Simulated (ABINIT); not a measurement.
# C (P6_3/mmc) in ABINIT: reference runs, part 2 of 2

ABINIT 10.8.3 (patched build). Earlier steps stand in the parts before.

## (3) Single point, PBE (atoms moved at random, drawn with an rms of 0.05 Å)

The COD entry that gives the cell may itself be a prediction, so a difference from it is no test against experiment.

Input file run.abi:

```
# Pseudopotentials
pp_dirpath "./"
pseudos "C.GGA_PBE-JTH.xml"

# Structure
acell 2.5221 2.5221 8.2371 Angstrom
rprim
     1.0000000000     0.0000000000     0.0000000000
    -0.5000000000     0.8660254038     0.0000000000
     0.0000000000     0.0000000000     1.0000000000
ntypat 1
znucl 6
natom 8
typat 1 1 1 1 1 1 1 1
xred
     0.6871320000     0.3510970000     0.8484020000
     0.3384920000     0.6812140000     0.3448280000
     0.6490750000     0.3110160000     0.6528390000
     0.3401640000     0.6596720000     0.1531050000
     0.0017330000     0.0025270000     0.9115580000
    -0.0097080000    -0.0044340000     0.3964780000
     0.0180260000     0.0144900000     0.5898660000
     0.0047560000     0.0002400000     0.0906410000
chkprim 0
chksymtnons 0
tolsym 1.0e-6

# Plane-wave basis
ecut 19.0
pawecutdg 38.0
pawxcdev 0
pawovlp 30

# k points
kptopt 1
ngkpt 12 12 4
nshiftk 1
shiftk 0.0 0.0 0.0

# Exchange and correlation
ixc 11

# Bands and occupations
nband 21
occopt 3
tsmear 0.00183747

# SCF cycle
nstep 100
tolvrs 1.0e-9

# Output
iomode 3
prtwf 0
prteig 0
prtebands 0
enunit 2
prtden 1
prtvha 1
prtvclmb 1
prtpot 1
```

Potentials or basis: JTH PAW PBE v2.0.

Command:

```
> abinit run.abi > log 2>&1
```

run.abo:

```text
.Version 10.8.3 of ABINIT
 Symmetries : space group P1 (#  1); Bravais aP (primitive triclinic)
================================================================================
 Values of the parameters that define the memory need of the present run
     intxc =       0    ionmov =       0      iscf =      17    lmnmax =       8
     lnmax =       4     mgfft =      64  mpssoang =       2    mqgrid =    4320
     natom =       8  nloc_mem =       2    nspden =       1   nspinor =       1
    nsppol =       1      nsym =       1    n1xccc =       1    ntypat =       1
    occopt =       3   xclevel =       2
       mpw =        1237          nfft =       25600          nkpt =         292
 PAW method is used; the additional fine FFT grid is defined by:
   mgfftf=        90    nfftf =     81000
================================================================================
================================================================================

--------------------------------------------------------------------------------
------------- Echo of variables that govern the present computation ------------
--------------------------------------------------------------------------------
 -outvars: echo values of preprocessed input variables --------
            acell      4.7660782622E+00  4.7660782622E+00  1.5565863072E+01 Bohr
              amu      1.20110000E+01
          chkprim           0
      chksymtnons           0
             ecut      1.90000000E+01 Hartree
           enunit           2
                       outvar_i_n : Printing only first  50 k-points.
              ixc          11
                       outvar_i_n : Printing only first  50 k-points.
         kptrlatt       12    0    0      0   12    0      0    0    4
          kptrlen      5.71929391E+01
            natom           8
            nband          21
            ngfft          20      20      64
          ngfftdg          30      30      90
             nkpt         292
            nstep         100
             nsym           1
           ntypat           1
                       prtocc : prtvol=0, do not print more k-points.
           occopt           3
        pawecutdg      3.80000000E+01 Hartree
          pawovlp      3.0000000000E+01
         pawxcdev           0
        prtebands           0
           prteig           0
           prtpot           1
         prtvclmb           1
           prtvha           1
            prtwf           0
            rprim      1.0000000000E+00  0.0000000000E+00  0.0000000000E+00
                      -5.0000000000E-01  8.6602540380E-01  0.0000000000E+00
                       0.0000000000E+00  0.0000000000E+00  1.0000000000E+00
          spgroup           1
           tolsym      1.00000000E-06
           tolvrs      1.00000000E-09
           tsmear      1.83747000E-03 Hartree
            typat      1  1  1  1  1  1  1  1
           useylm           1
                       outvars : Printing only first  50 k-points.
           xangst      1.2902647453E+00  7.6686700515E-01  6.9883721142E+00
                      -5.3342415000E-03  1.4879094383E+00  2.8403827188E+00
                       1.2448253307E+00  6.7932197790E-01  5.3775001269E+00
                       2.6048248800E-02  1.4408573443E+00  1.2611411955E+00
                       1.1841259500E-03  5.5194801494E-03  7.5085944018E+00
                      -1.8893051100E-02 -9.6847546429E-03  3.2658289338E+00
                       2.7190760100E-02  3.1649096702E-02  4.8587852286E+00
                       1.1692455600E-02  5.2420864102E-04  7.4661898110E-01
            xcart      2.4382469986E+00  1.4491686147E+00  1.3206109362E+01
[... 196 lines left out ...]
    4     -0.62156607802748     0.77284468758076     0.21915188690017
    5      0.82838309188694     0.99355985694518    -1.85995031479363
    6      0.88398739754539     1.67082272571334     3.58986450382160
    7     -1.91872282889768    -2.50966807728063    -0.23569272587847
    8      0.34686842859048    -0.46185427180689     1.26876060028386
 frms,max,avg= 1.5930513E+00 3.5898645E+00  -1.006E-04  1.580E-04  7.252E-04 e/A
 length scales=  4.766078262152  4.766078262152 15.565863071715 bohr
              =  2.522100000000  2.522100000000  8.237100000000 angstroms
 Fermi (or HOMO) energy (hartree) =   0.49586   Average Vxc (hartree)=  -0.49020
 Eigenvalues (hartree) for nkpt= 292  k points:
 kpt#   1, nband= 21, wtk=  0.00174, kpt=  0.0000  0.0000  0.0000 (reduced coord)
  -0.41609   -0.35859   -0.34273   -0.20251   -0.11102    0.13044    0.14602    0.25099
   0.26710    0.29345    0.30245    0.30895    0.33484    0.37099    0.38193    0.40235
   0.55634    0.57396    0.58545    0.61485    0.63638
      occupation numbers for kpt#   1
   2.00000    2.00000    2.00000    2.00000    2.00000    2.00000    2.00000    2.00000
   2.00000    2.00000    2.00000    2.00000    2.00000    2.00000    2.00000    2.00000
   0.00000    0.00000    0.00000    0.00000    0.00000
 prteigrs : prtvol=0 or 1, do not print more k-points.

 Fermi (or HOMO) energy (eV) =  13.49296   Average Vxc (eV)= -13.33891
 Eigenvalues (   eV  ) for nkpt= 292  k points:
 kpt#   1, nband= 21, wtk=  0.00174, kpt=  0.0000  0.0000  0.0000 (reduced coord)
 -11.32234   -9.75770   -9.32605   -5.51060   -3.02102    3.54947    3.97348    6.82987
   7.26826    7.98513    8.23011    8.40683    9.11139   10.09510   10.39293   10.94859
  15.13884   15.61815   15.93101   16.73103   17.31673
 prteigrs : prtvol=0 or 1, do not print more k-points.

--- !EnergyTerms
iteration_state     : {dtset: 1, }
comment             : Components of total free energy in Hartree
kinetic             :  2.77130125181154E+01
hartree             :  3.98692107008611E+00
xc                  : -1.73784011968855E+01
Ewald energy        : -5.10063550085858E+01
psp_core            :  3.65695407307043E+00
local_psp           : -1.89945604654649E+01
PAW spherical_terms :  6.10399250004753E+00
internal            : -4.59184365096167E+01
'-kT*entropy'       : -1.46694368879473E-13
total_energy        : -4.59184365096169E+01
total_energy_eV     : -1.24950431167474E+03
...

--- !EnergyTermsDC
iteration_state     : {dtset: 1, }
comment             : '"Double-counting" decomposition of free energy'
band_energy         :  1.46792272477624E+00
Ewald energy        : -5.10063550085858E+01
psp_core            :  3.65695407307043E+00
xc_dc               : -3.31766176549168E+00
PAW spherical_terms :  3.28070319057636E+00
internal            : -4.59184367856544E+01
'-kT*entropy'       : -1.46694368879473E-13
total_energy_dc     : -4.59184367856546E+01
total_energy_dc_eV  : -1.24950431918611E+03
...

--- !EnergyTermsWithPAWCore
iteration_state     : {dtset: 1, }
comment             : 'Components of total free energy, including PAW core contributions'
Total energy        : -3.04773773751860E+02
Total energy DC     : -3.04773774027898E+02
Total energy (eV)   : -8.29331687520709E+03
Total energy DC (eV): -8.29331688271846E+03
...

 Cartesian components of stress tensor (hartree/bohr^3)
  sigma(1 1)= -2.71212683E-05  sigma(3 2)= -5.17904457E-05
  sigma(2 2)=  2.62321050E-05  sigma(3 1)= -3.26709600E-05
  sigma(3 3)= -3.89986698E-04  sigma(2 1)= -3.33157714E-05

-Cartesian components of stress tensor (GPa)         [Pressure=  3.8333E+00 GPa]
- sigma(1 1)= -7.97935262E-01  sigma(3 2)= -1.52372752E+00
- sigma(2 2)=  7.71775174E-01  sigma(3 1)= -9.61212829E-01
- sigma(3 3)= -1.14738048E+01  sigma(2 1)= -9.80183836E-01

== END DATASET(S) ==============================================================
================================================================================

 -outvars: echo values of variables after computation  --------
            acell      4.7660782622E+00  4.7660782622E+00  1.5565863072E+01 Bohr
           etotal     -4.5918436786E+01
            fcart     -2.1071392596E-02 -3.0408601536E-02 -2.0818633032E-02
                      -6.5470182037E-03 -3.2734095673E-02 -5.0586402432E-02
                       3.6973343656E-02  5.4086178409E-02  1.3411763418E-02
                      -1.2087535724E-02  1.5029436290E-02  4.2618256618E-03
                       1.6109486296E-02  1.9321662956E-02 -3.6170274841E-02
                       1.7190817879E-02  3.2492328811E-02  6.9811749655E-02
                      -3.7313218269E-02 -4.8805273665E-02 -4.5834937661E-03
                       6.7455169615E-03 -8.9816355927E-03  2.4673465337E-02
            rprim      1.0000000000E+00  0.0000000000E+00  0.0000000000E+00
                      -5.0000000000E-01  8.6602540380E-01  0.0000000000E+00
                       0.0000000000E+00  0.0000000000E+00  1.0000000000E+00
           strten     -2.7121268301E-05  2.6232104994E-05 -3.8998669829E-04
                      -5.1790445689E-05 -3.2670959990E-05 -3.3315771418E-05
           xangst      1.2902647453E+00  7.6686700515E-01  6.9883721142E+00
                      -5.3342415000E-03  1.4879094383E+00  2.8403827188E+00
                       1.2448253307E+00  6.7932197790E-01  5.3775001269E+00
                       2.6048248800E-02  1.4408573443E+00  1.2611411955E+00
                       1.1841259500E-03  5.5194801494E-03  7.5085944018E+00
                      -1.8893051100E-02 -9.6847546429E-03  3.2658289338E+00
                       2.7190760100E-02  3.1649096702E-02  4.8587852286E+00
                       1.1692455600E-02  5.2420864102E-04  7.4661898110E-01
             xred      6.8713200000E-01  3.5109700000E-01  8.4840200000E-01
                       3.3849200000E-01  6.8121400000E-01  3.4482800000E-01
                       6.4907500000E-01  3.1101600000E-01  6.5283900000E-01
                       3.4016400000E-01  6.5967200000E-01  1.5310500000E-01
                       1.7330000000E-03  2.5270000000E-03  9.1155800000E-01
                      -9.7080000000E-03 -4.4340000000E-03  3.9647800000E-01
                       1.8026000000E-02  1.4490000000E-02  5.8986600000E-01
                       4.7560000000E-03  2.4000000000E-04  9.0641000000E-02
 Calculation completed.
```

Run time: 3.9 min. Hardware: 1 thread of Arm Neoverse V2, shared host; peak memory 0.29 GiB.

Results:

| Quantity | Value |
| --- | --- |
| Free energy | -1249.5043 eV |
| Pressure | 3.8 GPa |
| Largest force | 4.057 eV/Å |
| Band gap on the k mesh | 3.69 eV, indirect (least direct gap 4.19 eV) |

Forces on the atoms (eV/Å):
```
C   -1.084 -1.564 -1.071
C   -0.337 -1.683 -2.601
C    1.901  2.781  0.690
C   -0.622  0.773  0.219
C    0.828  0.994 -1.860
C    0.884  1.671  3.590
C   -1.919 -2.510 -0.236
C    0.347 -0.462  1.269
```

Caveat: the atomic spheres overlap.
